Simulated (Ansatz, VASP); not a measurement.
One calculation of SiC (Moissanite 3C), two programs

```
CELL_PARAMETERS angstrom
0.00000 2.17900 2.17900
2.17900 0.00000 2.17900
2.17900 2.17900 0.00000
ATOMIC_POSITIONS crystal
Si 0.00000 0.00000 0.00000
C 0.25000 0.25000 0.25000
```

Alike in both runs: functional PBE; k mesh 11 × 11 × 11; occupations fermi-dirac, width 0.02 eV; no spin polarisation.

Ansatz relaxed the structure, and its values are those at the end. VASP's run is a single point on that final structure, the one shown.

|  | VASP | Ansatz |
| --- | --- | --- |
| version | VASP 6.6.1 | Ansatz 0.2.0 |
| potentials or method | VASP PAW PBE potentials, release 64 (Si, C) | plane-wave PAW, scalar-relativistic |
| plane-wave cutoff (eV) | 520 | 420 |
| valence electrons in the cell | 8 | 8 |

|  | VASP | Ansatz | Ansatz less VASP |
| --- | --- | --- | --- |
| gap on the k mesh at the Fermi level (eV) | 1.45 | 1.46 | +0.002 |
| pressure (GPa) | 3.2 | 3.3 | +0.06 |

The functional is the same, so the differences come from potentials, cutoffs and numerics. Ansatz warned: «stress_scf_threshold_loose».

Caveats: an odd mesh through Γ misses points on the zone boundary, where band edges often lie. As with any semilocal functional, this PBE gap is likely too small.
